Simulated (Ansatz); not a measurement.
## AlN: energy along a strain

AlN, F-43m, a = 4.368 Å (as given, not relaxed at this level: 0.3 GPa). This isn't the usual stable structure of the compound. Ansatz: r2SCAN, PAW, 500 eV, Γ-centred 10×10×10 mesh on 2 atoms, Gaussian smearing 0.05 eV; no spin polarisation. Cell vectors (Å): 0.000 2.184 2.184; 2.184 0.000 2.184; 2.184 2.184 0.000. The cell is strained by x per cent times the pattern (0 0 0 0 1 0) in the order xx yy zz yz xz xy (engineering shears), with fractional coordinates held. y is the free energy over the start, V0 = 10.417 Å³/atom. Symmetry makes y even in x. Points with a strain past 8.5 % were computed too (4) and aren't used here.

| x (%) | y (meV/atom) |
| --- | --- |
| -7.50 | 43.28 |
| 0.00 | 0.00 |
| 1.87 | 2.68 |
| 3.75 | 10.78 |
| 5.62 | ? |

Question: Fit y = c2 x² + c4 x⁴ to the other rows, get the stiffness along the pattern, and predict the missing energy.

Answer: Least squares on the rows shown. y = 0.76568 x² + 6.6531×10⁻⁵ x⁴. The clamped-ion stiffness p·C·p = 2 × 7.657 eV × 160.2 / 10.417 Å³ = 236 GPa, which is C55 in these axes (C44 of the cubic crystal). At x = 5.62 the fit asked for gives 24.25 meV/atom. The run gave 24.24 meV/atom, so the fit is 0.01 meV/atom too high, a small miss on the scale of the series.